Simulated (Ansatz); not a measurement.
Runs of Ansatz 0.2.0 on MgO2. It takes space group R-3m (No. 166, trigonal). The conventional cell has a = 3.210 Å, b = 3.210 Å, c = 10.482 Å, α = 90.00°, β = 90.00°, γ = 120.00°. Around Mg (site symmetry -3m) lie 6 O at 2.11 Å. O (site symmetry 3m) is surrounded by 1 O at 1.49 Å. The cell comes from a database or a generator and needn't be the stable form of this composition.

```tsv
task	level	cell	points for each segment of the path	gap on the mesh (eV)	pressure (GPa)	relaxed volume (Å³/atom)	largest force (eV/Å)
band structure	PBE0	as given	4	5.29	-6.8	-	0.99
relaxation of cell and atoms	PBE0	relaxed	-	5.77	0.0	9.93	-
band structure	HSE06	as given	4	(a)	-6.8	-	0.99
relaxation of cell and atoms	HSE06	relaxed	-	4.99	0.0	9.93	-
```

Alike in all rows: potentials or basis Ansatz PAW; no spin polarisation; k mesh 6 × 6 × 6; cutoff (eV) 420; smearing fermi-dirac 0.05 eV.

Question: Estimate the missing entries.

Answer: (a) 4.51.

Caveats: the PAW data sets come from PBE, with cores solved anew for the run's functional, which leaves a small shift of forces and pressure; the thresholds are loose for stress (some runs); the plane-wave basis is chosen anew once the cell has moved, so the energies of steps on either side of that aren't comparable (some runs).

A k mesh can miss the band edges.
